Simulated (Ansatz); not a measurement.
## TiAl (P-6m2), an elastic constant from a strain scan

All numbers below come from DFT PBEsol, scalar-relativistic, plane waves, PAW in Ansatz. The runs took a 420 eV cutoff, a Γ-centred 24×24×14 mesh and Gaussian smearing (0.15 eV). No spin polarisation. Energies are free energies at this smearing, counted from the undisturbed cell; pressure is positive in compression.

The undisturbed cell (relaxed at this level; it needn't be the usual structure):

```yaml
crystal:
  lattice:
    - [2.84782, 0.00000, 0.00000]
    - [-1.42391, 2.46629, 0.00000]
    - [0.00000, 0.00000, 4.61994]
  atoms:
    - { symbol: Ti, position: [0.00000, 0.00000, 0.00000] }
    - { symbol: Al, position: [0.33333, 0.66667, 0.50000] }
```

The cell is strained by ε times the Voigt pattern (0, 0, 1, 0, 0, 0) (xx, yy, zz, yz, xz, xy; engineering shear) with fractional coordinates fixed. The cell holds 2 atoms in V0 = 32.45 Å³. The stress column is τ = (1/V0) dE/dε, got from the stress tensor σ (compression positive) at each point as −det(1 + εP) σ : P(1 + εP)⁻¹, with P the pattern as a tensor.

| ε | ΔE (meV/atom) | τ (GPa) |
| --- | --- | --- |
| -0.0200 | 4.707 | -4.862 |
| -0.0150 | 2.575 | -3.567 |
| -0.0100 | 1.090 | -2.303 |
| -0.0050 | 0.238 | -1.072 |
| 0.0000 | 0.000 | 0.128 |
| 0.0050 | 0.362 | 1.297 |
| 0.0100 | 1.309 | 2.434 |
| 0.0150 | 2.822 | 3.540 |
| 0.0175 | 3.787 | 4.082 |
| 0.0200 | ? | ? |

Problem. Which combination of elastic constants does this scan measure, and how large is it?

Solution. For small ε, τ = τ0 + Kε with K = pᵀCp, which for this pattern is C33 in the Cartesian frame shown. The parabola through τ at ε = -0.0050, 0 and 0.0050 has slope K = 237 GPa at zero. The energies per cell, E = NΔE, of the same two points give K = 2[E(ε₊)/ε₊ − E(ε₋)/ε₋]/[(ε₊ − ε₋)V0] = 237 GPa, in agreement.

Problem. Predict the withheld row at ε = 0.0200 from the harmonic law, and compare.

Solution. ΔE = V0(τ0 ε + Kε²/2)/N = 5.056 meV/atom and τ = 4.86 GPa. The calculation gives 4.889 meV/atom and 4.62 GPa, a miss of 3.3 % of the harmonic energy, so the harmonic law still holds here.

In a metal these slopes depend on the k mesh and the smearing.

Cost: 10 runs of about 2.3 core-minutes in all, on Arm Neoverse V2 (shared hosts).